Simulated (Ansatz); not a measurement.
# InPd under changes of volume

One of the cells (17.513 Å³/atom); the others are scaled copies at fixed shape and fractional positions:

```
In Pd
1.0
     3.27188    0.00000    0.00000
     0.00000    3.27188    0.00000
     0.00000    0.00000    3.27188
In Pd
1 1
Direct
  0.00000 0.00000 0.00000
  0.50000 0.50000 0.50000
```

The cell comes from a database or a generator and needn't be the stable form of this composition.

```yaml
Program: Ansatz 0.2.0
Functional: PBEsol
Potentials_or_basis: Ansatz PAW
Cutoff: "420 eV (not typed: the program's choice for these potentials)"
k_mesh: 8 × 8 × 8
Occupations: fermi-dirac, width 0.05 eV
Spin: no spin polarisation
```

```csv
volume (Å³/atom),energy over the lowest point (meV/atom),pressure (GPa)
16.462,?,?
16.813,2.32,2.6
17.163,0.00,-0.4
17.513,3.75,-3.0
17.863,12.79,-5.3
18.214,26.54,-7.3
18.564,44.44,-9.0
```

Task: What does the run at 16.462 Å³/atom give?

Result: Energy over the lowest point 11.58 meV/atom; pressure 6.0 GPa.

Worked out: A Birch-Murnaghan fit of order 3 (a polynomial in V^(-2/3)) to the other rows has its minimum at 17.12 Å³/atom with B0 = V·E''(V) = 137 GPa and B' = 5.1. It gives 11.48 meV/atom at 16.462 Å³/atom, against the run's 11.58, and -dE/dV = 5.9 GPa, against 6.0.

Energies are extrapolated to zero smearing.

Caveats: the PAW data sets come from PBE, with cores solved anew for the run's functional, which leaves a small shift of forces and pressure.
